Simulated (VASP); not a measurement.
# FeSi (P2_13) in VASP: notebook

Aim: see how the results for FeSi move with the level of theory and the settings. Levels: PBE, LDA. Tasks: single point, relaxation of cell and atoms.

Everything below comes from runs of VASP 6.6.1. Logs are shortened: lines on timing, memory, paths and dates and some standing lists are left out, and cuts for length are marked.

## 1. The structure

The structure is cubic, space group P2_13 (No. 198). The conventional cell has a = 4.551 Å, b = 4.551 Å, c = 4.551 Å, α = 90.00°, β = 90.00°, γ = 90.00°. Around Fe (site symmetry 3) lie 7 Si at 2.32 to 2.55 Å. Si (site symmetry 3) is surrounded by 7 Fe at 2.32 to 2.55 Å.

## 2. Single point, PBE, collinear spin, ferromagnetic start

Input file INCAR:

```
SYSTEM = FeSi
  ALGO = Normal
  EDIFF = 1E-7
  ENCUT = 520
  GGA = PE
  ISIF = 2
  ISMEAR = -1
  ISPIN = 2
  LASPH = .True.
  LCHARG = .False.
  LMAXMIX = 4
  LORBIT = 11
  LREAL = .False.
  LWAVE = .False.
  MAGMOM = 4.5 4.5 4.5 4.5 0 0 0 0
  NBANDS = 38
  NELM = 100
  PREC = Accurate
  SIGMA = 0.05
```

Input file KPOINTS:

```
k-points
0
Gamma
  6 6 6
  0 0 0
```

Input file POSCAR:

```
FeSi
1.0
    4.5507000000      0.0000000000      0.0000000000
    0.0000000000      4.5507000000      0.0000000000
    0.0000000000      0.0000000000      4.5507000000
Fe Si
4 4
Direct
    0.8634800000      0.6365200000      0.3634800000
    0.6365200000      0.3634800000      0.8634800000
    0.3634800000      0.8634800000      0.6365200000
    0.1365200000      0.1365200000      0.1365200000
    0.1576000000      0.3424000000      0.6576000000
    0.3424000000      0.6576000000      0.1576000000
    0.6576000000      0.1576000000      0.3424000000
    0.8424000000      0.8424000000      0.8424000000
```

Potentials or basis: VASP PAW PBE potentials, release 64 (Fe, Si).

Command:

```console
$ cat potpaw_PBE.64/Fe/POTCAR potpaw_PBE.64/Si/POTCAR > POTCAR
$ mpirun -np 1 vasp_std > vasp.out
```

OUTCAR:

```text
SYSTEM = FeSi
   EDIFF = 1E-7
   ENCUT = 520
   GGA = PE
   ISIF = 2
   ISMEAR = -1
   ISPIN = 2
   LASPH = .True.
   LORBIT = 11
   LREAL = .False.
   NELM = 100
   PREC = Accurate

 ion  position               nearest neighbor table
   1  0.863  0.637  0.363-   5 2.32   6 2.37   7 2.37   8 2.37   7 2.55   8 2.55   6 2.55   2 2.79
                             2 2.79   3 2.79   4 2.79   3 2.79   4 2.79
   2  0.637  0.363  0.863-   6 2.32   5 2.37   7 2.37   8 2.37   5 2.55   7 2.55   8 2.55   1 2.79
                             1 2.79   3 2.79   3 2.79   4 2.79   4 2.79
   3  0.363  0.863  0.637-   7 2.32   6 2.37   5 2.37   8 2.37   6 2.55   5 2.55   8 2.55   1 2.79
                             4 2.79   2 2.79   2 2.79   1 2.79   4 2.79
   4  0.137  0.137  0.137-   8 2.32   6 2.37   7 2.37   5 2.37   6 2.55   5 2.55   7 2.55   2 2.79
                             3 2.79   1 2.79   3 2.79   1 2.79   2 2.79
   5  0.158  0.342  0.658-   1 2.32   2 2.37   3 2.37   4 2.37   3 2.55   4 2.55   2 2.55   8 2.82
                             6 2.82   6 2.82   8 2.82   7 2.82   7 2.82
   6  0.342  0.658  0.158-   2 2.32   1 2.37   3 2.37   4 2.37   1 2.55   3 2.55   4 2.55   8 2.82
                             5 2.82   5 2.82   7 2.82   7 2.82   8 2.82
   7  0.658  0.158  0.342-   3 2.32   2 2.37   1 2.37   4 2.37   2 2.55   1 2.55   4 2.55   8 2.82
                             8 2.82   5 2.82   6 2.82   6 2.82   5 2.82
   8  0.842  0.842  0.842-   4 2.32   2 2.37   3 2.37   1 2.37   2 2.55   1 2.55   3 2.55   5 2.82
                             6 2.82   7 2.82   7 2.82   5 2.82   6 2.82

  LATTYP: Found a simple cubic cell.
 ALAT       =     4.5507000000

  Lattice vectors:

 A1 = (   4.5507000000,   0.0000000000,   0.0000000000)
 A2 = (   0.0000000000,   4.5507000000,   0.0000000000)
 A3 = (   0.0000000000,   0.0000000000,   4.5507000000)

Analysis of symmetry for initial positions (statically):
=====================================================================
 Subroutine PRICEL returns:
 Original cell was already a primitive cell.

 Routine SETGRP: Setting up the symmetry group for a
 simple cubic supercell.

 Subroutine GETGRP returns: Found 12 space group operations
 (whereof  3 operations were pure point group operations)
 out of a pool of 48 trial point group operations.

The static configuration has the point symmetry C_3 .
 The point group associated with its full space group is T   .

Analysis of symmetry for dynamics (positions and initial velocities):
=====================================================================
 Subroutine PRICEL returns:
 Original cell was already a primitive cell.

 Routine SETGRP: Setting up the symmetry group for a
 simple cubic supercell.

 Subroutine GETGRP returns: Found 12 space group operations
 (whereof  3 operations were pure point group operations)
 out of a pool of 48 trial point group operations.

The dynamic configuration has the point symmetry C_3 .
 The point group associated with its full space group is T   .

Analysis of structural, dynamic, and magnetic symmetry:
=====================================================================
 Subroutine PRICEL returns:
 Original cell was already a primitive cell.

 Routine SETGRP: Setting up the symmetry group for a
 simple cubic supercell.

 Subroutine GETGRP returns: Found 12 space group operations
 (whereof  3 operations were pure point group operations)
 out of a pool of 48 trial point group operations.

The overall configuration has the point symmetry C_3 .
 The point group associated with its full space group is T   .

 Subroutine INISYM returns: Found 12 space group operations
 (whereof  3 operations are pure point group operations),
 and found     1 'primitive' translations

----------------------------------------------------------------------------------------

                                     Primitive cell

  volume of cell :      94.2399

  direct lattice vectors                    reciprocal lattice vectors
     4.550700000  0.000000000  0.000000000     0.219746413  0.000000000  0.000000000
     0.000000000  4.550700000  0.000000000     0.000000000  0.219746413  0.000000000
     0.000000000  0.000000000  4.550700000     0.000000000  0.000000000  0.219746413

  length of vectors
     4.550700000  4.550700000  4.550700000     0.219746413  0.219746413  0.219746413

  position of ions in fractional coordinates (direct lattice)
[... 82 lines left out ...]
   ISTART =      0    job   : 0-new  1-cont  2-samecut
   ICHARG =      2    charge: 1-file 2-atom 10-const
   ISPIN  =      2    spin polarized calculation?
   LNONCOLLINEAR =      F non collinear calculations
   LSORBIT =      F    spin-orbit coupling
   LASPH  =      T    aspherical Exc in radial PAW
   ENCUT  =  520.0 eV  38.22 Ry    6.18 a.u.   8.46  8.46  8.46*2*pi/ulx,y,z
   NELM   =    100;   NELMIN=  2; NELMDL= -5     # of ELM steps
   EDIFF  = 0.1E-06   stopping-criterion for ELM
   LREAL  =      F    real-space projection
   EDIFFG = 0.1E-05   stopping-criterion for IOM
   NSW    =      0    number of steps for IOM
   IBRION =     -1    ionic relax: 0-MD 1-quasi-New 2-CG
   NFREE  =      0    steps in history (QN), initial steepest desc. (CG)
   ISIF   =      2    stress and relaxation
   ISYM   =      2    0-nonsym 1-usesym 2-fastsym
   POTIM  = 0.5000    time-step for ionic-motion
   TEBEG  =    0.0;   TEEND  =   0.0 temperature during run
   PSTRESS=    0.0 pullay stress
   NELECT =      48.0000    total number of electrons
   NUPDOWN=      -1.0000    fix difference up-down
   EMIN   =  10.00;   EMAX   =-10.00  energy-range for DOS
   EFERMI =   0.00;   METHOD = LEGACY
   ISMEAR =    -1;   SIGMA  =   0.05  broadening in eV -4-tet -1-fermi 0-gaus
   EFERMI_NEDOS =   21; number of points for ismear=-14 and -15
   IALGO  =     38    algorithm
   IMIX   =      4    mixing-type and parameters
     AMIX     =   0.40;   BMIX     =  1.00
     AMIX_MAG =   1.60;   BMIX_MAG =  1.00
  volume/ion in A,a.u.               =      11.78        79.50
  Fermi-wavevector in a.u.,A,eV,Ry     =   1.307406  2.470639 23.256570  1.709310
  Thomas-Fermi vector in A             =   2.438142
   LORBIT       =     11    0 simple, 1 ext, 2 COOP (PROOUT), +10 PAW based schemes
   GGA     = PE    functional components
   LHFCALC =     F    Hartree Fock is set to
   AEXX    =    0.0000 exact exchange contribution
   IVDW    =     0    specifies the selected vdW correction
   LEPSILON=     F    determine dielectric tensor
   LRPA    =     F    only Hartree local field effects (RPA)
 spin polarized calculation
  energy-cutoff  :      520.00
  volume of cell :       94.24
 maximum number of plane-waves:      2562
 NGX is ok and might be reduce to    36
   NGX = 17   NGY = 17   NGZ = 17

 number of electron      48.0000000 magnetization      18.0000000

 number of electron      47.9999996 magnetization       3.7342400

 Free energy of the ion-electron system (eV)
  ---------------------------------------------------
  ext. energy  EPLUGINS =         0.00000000
  ---------------------------------------------------
  free energy    TOTEN  =       -58.51065429 eV

  energy without entropy =      -58.45018918  energy(sigma->0) =      -58.48042174

 E-fermi :   8.9720     XC(G=0): -12.4602

 val. band max:        8.9567665829   @ k =   0.5000   0.5000   0.1667
 cond. band min:       8.9746142485   @ k =   0.5000   0.0000   0.0000
 fundamental gap:      0.0178476657
 Fermi energy:         8.9720287592

 spin component 1

 k-point     1 :       0.0000    0.0000    0.0000
  band No.  band energies     occupation
      1      -3.8179      1.00000
      2       1.2671      1.00000
      3       1.2671      1.00000
      4       1.2671      1.00000
      5       4.0267      1.00000
      6       4.0267      1.00000
[... 925 lines left out ...]
     35      14.5683      0.00000
     36      14.5683      0.00000
 Fermi energy:         8.9720287592

 spin component 2

 k-point     1 :       0.0000    0.0000    0.0000
  band No.  band energies     occupation
      1      -3.8692      1.00000
      2       1.2799      1.00000
      3       1.2799      1.00000
      4       1.2799      1.00000
      5       4.1475      1.00000
      6       4.1475      1.00000
[... 925 lines left out ...]
     35      14.7241      0.00000
     36      14.7241      0.00000
 [bands above 36 left out]

------------------------ aborting loop because EDIFF is reached ----------------------------------------

  FORCE on cell =-STRESS in cart. coord.  units (eV):
  Direction    XX          YY          ZZ          XY          YZ          ZX
  --------------------------------------------------------------------------------------
  -------------------------------------------------------------------------------------
  Total       -6.0634765     -6.0634765     -6.0634765      0.0000000      0.0000000     -0.0000000
  in kB     -103.0855190   -103.0855190   -103.0855190      0.0000000      0.0000000     -0.0000000
  external PRESSURE =    -103.0855190 kB  Pullay stress =       0.0000000 kB

 VOLUME and BASIS-vectors are now :
 -----------------------------------------------------------------------------
  energy-cutoff  :      520.00
  volume of cell :       94.24
      direct lattice vectors                 reciprocal lattice vectors
     4.550700000  0.000000000  0.000000000     0.219746413  0.000000000  0.000000000
     0.000000000  4.550700000  0.000000000     0.000000000  0.219746413  0.000000000
     0.000000000  0.000000000  4.550700000     0.000000000  0.000000000  0.219746413

 POSITION                                       TOTAL-FORCE (eV/Angst)
 -----------------------------------------------------------------------------------
      3.92944      2.89661      1.65409         0.012377     -0.012377      0.012377
      2.89661      1.65409      3.92944        -0.012377      0.012377      0.012377
      1.65409      3.92944      2.89661         0.012377      0.012377     -0.012377
      0.62126      0.62126      0.62126        -0.012377     -0.012377     -0.012377
      0.71719      1.55816      2.99254        -0.054650      0.054650     -0.054650
      1.55816      2.99254      0.71719         0.054650     -0.054650     -0.054650
      2.99254      0.71719      1.55816        -0.054650     -0.054650      0.054650
      3.83351      3.83351      3.83351         0.054650      0.054650      0.054650
 -----------------------------------------------------------------------------------
    total drift:                               -0.000000     -0.000000      0.000000

  FREE ENERGIE OF THE ION-ELECTRON SYSTEM (eV)
  ---------------------------------------------------
  free  energy   TOTEN  =       -58.5106542921 eV

  energy  without entropy=      -58.4501891795  energy(sigma->0) =      -58.48042174

 total charge

# of ion       s       p       d       tot
------------------------------------------
    1        0.412   0.576   6.481   7.469
    2        0.412   0.576   6.481   7.469
    3        0.412   0.576   6.481   7.469
    4        0.412   0.576   6.481   7.469
    5        0.736   0.861   0.000   1.597
    6        0.736   0.861   0.000   1.597
    7        0.736   0.861   0.000   1.597
    8        0.736   0.861   0.000   1.597
--------------------------------------------------
tot          4.594   5.748  25.923  36.265

 magnetization (x)

# of ion       s       p       d       tot
------------------------------------------
    1       -0.000  -0.002   1.031   1.029
    2       -0.000  -0.002   1.031   1.029
    3       -0.000  -0.002   1.031   1.029
    4       -0.000  -0.002   1.031   1.029
    5       -0.011  -0.036   0.000  -0.047
    6       -0.011  -0.036   0.000  -0.047
    7       -0.011  -0.036   0.000  -0.047
    8       -0.011  -0.036   0.000  -0.047
--------------------------------------------------
tot         -0.046  -0.151   4.123   3.926
```

Run time: 4.9 min. Hardware: 1 thread of Intel Xeon Platinum 8175M at 2.50GHz (Skylake/Cascade Lake), shared host; peak memory 0.3 GiB.

What came out:

```
Free energy                                           : -58.5107 eV
Pressure                                              : -10.3 GPa
Largest force                                         : 0.095 eV/Å
Band gap on the k mesh                                : none (metal or under the smearing width)
Net moment                                            : 3.73 μB per cell
Site moments                                          : Fe +1.03; Si -0.05 μB
Valence electrons inside the program's atomic spheres : Fe 7.47; Si 1.60
```

Forces on the atoms (eV/Å):
```
Fe   0.012 -0.012  0.012
Fe  -0.012  0.012  0.012
Fe   0.012  0.012 -0.012
Fe  -0.012 -0.012 -0.012
Si  -0.055  0.055 -0.055
Si   0.055 -0.055 -0.055
Si  -0.055 -0.055  0.055
Si   0.055  0.055  0.055
```

Levels at points of the mesh, in eV from the Fermi level:
Spin up:
```tsv
k point	band 22	band 23	band 24	band 25	band 26	band 27	band 28	band 29	band 30	band 31
(0.00, 0.00, 0.00)	-0.75	-0.70	-0.70	0.03	0.03	0.03	2.48	2.48	2.48	3.01
(0.50, 0.00, 0.00)	-0.94	-0.58	-0.58	-0.39	-0.39	1.12	1.12	1.47	1.47	4.35
(0.50, 0.50, 0.00)	-1.33	-0.92	-0.92	0.08	0.08	0.61	0.61	2.07	2.07	2.56
(0.50, 0.50, 0.50)	-1.01	-1.01	-1.01	-0.15	-0.15	-0.15	-0.15	5.10	5.10	5.10
```
Spin down:
| k point | band 18 | band 19 | band 20 | band 21 | band 22 | band 23 | band 24 | band 25 | band 26 | band 27 |
| --- | --- | --- | --- | --- | --- | --- | --- | --- | --- | --- |
| (0.00, 0.00, 0.00) | -1.55 | -1.55 | 0.10 | 0.10 | 0.10 | 0.31 | 0.31 | 1.13 | 1.13 | 1.13 |
| (0.50, 0.00, 0.00) | -1.38 | -0.74 | -0.74 | 0.00 | 0.00 | 0.33 | 0.33 | 0.71 | 0.71 | 1.95 |
| (0.50, 0.50, 0.00) | -0.90 | -0.72 | -0.72 | -0.61 | -0.61 | 0.03 | 0.03 | 1.05 | 1.05 | 1.50 |
| (0.50, 0.50, 0.50) | -0.35 | -0.35 | -0.35 | -0.24 | -0.24 | -0.24 | -0.24 | 0.93 | 0.93 | 0.93 |

Caveat: the moment fell far below its start of 4.5 μB, so a state of higher moment may lie lower in energy.

## 3. Relaxation of cell and atoms, LDA, collinear spin, ferromagnetic start

Input file INCAR:

```
SYSTEM = FeSi
ALGO = Normal
EDIFF = 1E-6
EDIFFG = -0.005
ENCUT = 600
IBRION = 2
ISIF = 3
ISMEAR = -1
ISPIN = 2
KPAR = 4
LASPH = .TRUE.
LCHARG = .FALSE.
LMAXMIX = 4
LORBIT = 11
LREAL = .FALSE.
LWAVE = .FALSE.
MAGMOM = 3 3 3 3 0 0 0 0
NELM = 100
NSW = 40
PREC = Accurate
SIGMA = 0.05
```

Input file KPOINTS:

```
k-points
0
G
  6 6 6
  0 0 0
```

POSCAR is that of step 2.

Potentials or basis: VASP PAW LDA potentials, release 64 (Fe, Si).

Command:

```console
$ cat potpaw_LDA.64/Fe/POTCAR potpaw_LDA.64/Si/POTCAR > POTCAR
$ mpirun -np 4 vasp_std > vasp.out
```

Wall time 3.6 min (4 MPI ranks of Intel Xeon 6975P-C (Granite Rapids), shared host); peak memory 0.28 GiB.

Results (log left out):

- Free energy: -66.5730 eV
- Relaxed volume: 10.45 Å³/atom
- Relaxed cell: a = 4.373 Å, b = 4.373 Å, c = 4.373 Å, α = 90.00°, β = 90.00°, γ = 90.00°
- Space group after relaxing (to 0.05 Å): P2_13 (No. 198)
- Energy gained by relaxing: 111.9 meV/atom
- Ionic steps: 15
- Pressure after relaxing: 0.0 GPa
- Largest force after relaxing: 0.005 eV/Å
- Band gap on the k mesh: 0.14 eV, indirect (least direct gap 0.16 eV)
- Net moment: 0.00 μB per cell
- Valence electrons inside the program's atomic spheres: Fe 7.82; Si 1.68

Forces on the atoms (eV/Å):
```
Fe  -0.003  0.003 -0.003
Fe   0.003 -0.003 -0.003
Fe  -0.003 -0.003  0.003
Fe   0.003  0.003  0.003
Si   0.002 -0.002  0.002
Si  -0.002  0.002  0.002
Si   0.002  0.002 -0.002
Si  -0.002 -0.002 -0.002
```

Step by step:
```tsv
step	energy change (eV)	largest force (eV/Å)	pressure (GPa)	volume (Å³)
1	0.0000	0.3366	-24.12	94.24
2	0.9268	1.2157	56.20	72.06
3	-0.8887	0.1540	-1.21	84.12
4	-0.8901	0.1729	-0.25	83.82
5	-0.8899	0.1858	0.31	83.62
6	-0.8947	0.0731	0.44	83.55
7	-0.8951	0.0410	0.44	83.52
8	-0.8950	0.0078	-0.71	83.85
9	-0.8954	0.0245	-0.18	83.68
10	-0.8954	0.0258	-0.09	83.67
11	-0.8954	0.0252	-0.09	83.68
12	-0.8954	0.0248	-0.11	83.68
13	-0.8955	0.0077	-0.02	83.64
14	-0.8955	0.0055	-0.02	83.62
15	-0.8955	0.0049	0.01	83.62
```

Final structure:
```
Fe Si
1.0
     4.37288    0.00000    0.00000
     0.00000    4.37288    0.00000
     0.00000    0.00000    4.37288
Fe Si
4 4
Direct
  0.86262 0.63738 0.36262
  0.63738 0.36262 0.86262
  0.36262 0.86262 0.63738
  0.13738 0.13738 0.13738
  0.15889 0.34111 0.65889
  0.34111 0.65889 0.15889
  0.65889 0.15889 0.34111
  0.84111 0.84111 0.84111
```

Levels at points of the mesh, in eV from the valence-band top:
Spin up:
| k point | band 21 | band 22 | band 23 | band 24 | band 25 | band 26 | band 27 | band 28 |
| --- | --- | --- | --- | --- | --- | --- | --- | --- |
| (0.00, 0.00, 0.00) | -0.28 | -0.28 | -0.04 | -0.04 | 0.70 | 0.70 | 0.70 | 3.30 |
| (0.50, 0.00, 0.00) | -0.40 | -0.40 | -0.01 | -0.01 | 0.19 | 0.19 | 1.83 | 1.83 |
| (0.50, 0.50, 0.00) | -1.08 | -1.08 | -0.38 | -0.38 | 0.67 | 0.67 | 1.38 | 1.38 |
| (0.50, 0.50, 0.50) | -0.70 | -0.70 | -0.70 | -0.70 | 0.49 | 0.49 | 0.49 | 0.49 |
Spin down:
| k point | band 20 | band 21 | band 22 | band 23 | band 24 | band 25 | band 26 | band 27 | band 28 | band 29 |
| --- | --- | --- | --- | --- | --- | --- | --- | --- | --- | --- |
| (0.00, 0.00, 0.00) | -0.28 | -0.28 | -0.28 | -0.04 | -0.04 | 0.70 | 0.70 | 0.70 | 3.30 | 3.30 |
| (0.50, 0.00, 0.00) | -1.32 | -0.40 | -0.40 | -0.01 | -0.01 | 0.19 | 0.19 | 1.83 | 1.83 | 2.44 |
| (0.50, 0.50, 0.00) | -1.37 | -1.08 | -1.08 | -0.38 | -0.38 | 0.67 | 0.67 | 1.38 | 1.38 | 2.96 |
| (0.50, 0.50, 0.50) | -0.80 | -0.70 | -0.70 | -0.70 | -0.70 | 0.49 | 0.49 | 0.49 | 0.49 | 5.96 |

Caveat: the starting moments collapsed, and a magnetic state may lie lower; the volume moved by -11 % from the deposited cell, more than functionals usually miss.
